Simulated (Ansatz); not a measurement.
# K (Im-3m), stationary points along a deformation path

These are results of Ansatz, DFT PBE, scalar-relativistic, plane waves, PAW, not measurements. The runs took a 420 eV cutoff, a Γ-centred 14×14×14 mesh and Gaussian smearing (0.15 eV). No spin polarisation. Energies are free energies at this smearing, counted from the undisturbed cell; pressure is positive in compression.

Zero of the scan (as given, not relaxed at this level; it stands at 0.1 GPa):

```
K
1.0
    -2.61800    2.61800    2.61800
     2.61800   -2.61800    2.61800
     2.61800    2.61800   -2.61800
K
1
Direct
  0.00000 0.00000 0.00000
```

At fixed volume and fractional coordinates, lengths along (0.577, 0.577, 0.577) are scaled against those across it; ρ is that ratio over its starting value. V = 71.774 Å³/atom. Δσ is the stress along the axis less the mean stress across it (compression positive).

```
    ρ  ΔE (meV/atom)  Δσ (GPa) space group
0.500          761.5      9.73         R-3m
0.600          353.2      5.64         R-3m
0.710          137.7      3.06         R-3m
0.850           25.9      1.18         R-3m
0.930            4.7      0.44         R-3m
1.000            0.0      0.00        Im-3m
1.080            4.7     -0.39         R-3m
1.200           22.4     -0.70         R-3m
1.410           60.7     -0.81         R-3m
1.700           99.0     -0.49         R-3m
2.000          111.1      0.00        Pm-3m
```

**Question.** How does the stress give the slope of the energy, and where is the energy stationary?

**Answer.** Along the path d ln(length) is 2/3 d ln ρ on the axis and −1/3 d ln ρ across it, so dE/d ln ρ = −(2/3) V Δσ: the energy falls with ρ where Δσ is positive. Δσ vanishes or changes sign at ρ = 1.000 (Im-3m), a minimum at 0.0 meV/atom; at ρ = 2.000 (Pm-3m, an end of the scan), at 111.1 meV/atom. Pairs of stationary points between two samples would go unseen, and could change a minimum read from distant neighbours into a maximum. At ρ = 1.000, 2.000 the cell is cubic, where symmetry alone makes the stress isotropic and the slope zero.

**Question.** Which shear constant sets the curvature at ρ = 1?

**Answer.** For a cubic crystal E/V = (2/3) C (ln ρ)² with C = C44, so Δσ = −2C ln ρ. The parabola of Δσ against ln ρ through ρ = 0.930, 1 and 1.080 gives C ≈ 2.8 GPa with the ions clamped, rough because the steps are large.

In a metal these slopes depend on the k mesh and the smearing.